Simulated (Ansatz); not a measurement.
# Mg7ZnO8 (Zn on 12 % of the Mg sites, one arrangement): which shell does photoemission see at 21.2 and 600 eV? (LDA, PAW set soft_1)

The valence band of Mg7ZnO8 (Zn on 12 % of the Mg sites, one arrangement) mixes several shells. Work out by hand which one leads the spectrum's area at each photon energy.

Filled states come from the projected DOS of Ansatz 0.2.0 (LDA, plane waves); cross sections σ and asymmetry parameters β are those of free atoms in a Dirac–Hartree–Slater calculation. A shell's area is states × σ × angular factor, which is 1 − β·P₂(cos θ)/2 for unpolarised light, with θ = 45° from the beam and P₂ = 0.250.

**At 21.2 eV** (states counted from 11.2 eV below the zero; other shells add 0.24 to the products' sum of 112):

```
shell  filled states a cell  cross section (Mb an electron)     β  angular factor  product  share by hand (%)  share in the simulated spectrum (%)
Zn 3d                  9.92                           0.394  0.01            1.00      3.9                  3                                    3
 O 2s                  0.54                               0  0.00            1.00        0                  0                                    0
 O 2p                 43.99                            2.73  0.81            0.90      108                 96                                   96
```

**At 600 eV** (states counted from 19.1 eV below the zero; other shells add 0.0045 to the products' sum of 0.341):

```
shell  filled states a cell  cross section (Mb an electron)     β  angular factor  product  share by hand (%)  share in the simulated spectrum (%)
Zn 3d                  9.99                          0.0212  1.21            0.85    0.179                 53                                   53
 O 2s                 14.80                         0.00906  2.00            0.75    0.101                 30                                   29
 O 2p                 44.03                         0.00144  0.91            0.89   0.0562                 17                                   17
```

O 2p leads at 21.2 eV and Zn 3d at 600 eV. Between the two energies σ of O 2p changes by a factor 5.3e-4 and that of Zn 3d by 0.054, so their ratio moves 102-fold in favour of the second. The simulated spectrum uses the same rule on the energy-resolved DOS, so the two share columns agree within a few points.

Only crystals where the two columns agree within 4 points and the lead is clear are worked in this form. Free-atom cross sections ignore the solid's final states, no escape depth or background enters, and the count of states a shell hangs on the projection.

[Logs are printed without paths, hosts, clocks, repeated set-up lines and the standing remarks that a program may print on its own settings, such as how far it seeks lower states.]
